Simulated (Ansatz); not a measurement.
InSb at several levels of theory

One geometry, relaxed with PBE, and single points on it; plane waves with PAW potentials in Ansatz, scalar-relativistic unless the row names spin-orbit coupling. No spin polarisation. Meshes are on the primitive cell of 4 atoms. Gaps are the least over mesh and band path; pressure is positive in compression. Smearing is Gaussian, 0.10 eV.

```cif
data_structure
_symmetry_space_group_name_H-M 'Pmmn:1'
_symmetry_Int_Tables_number 59
_cell_length_a 5.9246
_cell_length_b 5.9510
_cell_length_c 3.2280
_cell_angle_alpha 90.000
_cell_angle_beta 90.000
_cell_angle_gamma 90.000
_cell_volume 113.81
loop_
_atom_site_label
_atom_site_type_symbol
_atom_site_symmetry_multiplicity
_atom_site_Wyckoff_symbol
_atom_site_fract_x
_atom_site_fract_y
_atom_site_fract_z
_atom_site_occupancy
In1 In 2 a 0.00000 0.00000 0.01118 1
Sb1 Sb 2 b 0.00000 0.50000 0.26042 1
```

```csv
level,cutoff (eV),k mesh,gap (eV),pressure (GPa),rough cost with bands (core-min)
PBE,420,8×8×14,0,0.0,1.5
r2SCAN,500,8×8×14,0,-1.3,2.5
PBE with spin-orbit coupling,420,8×8×14,0,0.0,4
LDA,420,8×8×14,0,-4.1,1.5
```

Spin-orbit coupling is left out except in a row that names it, which matters for the bands of heavy elements.

This form isn't the usual stable structure of the compound.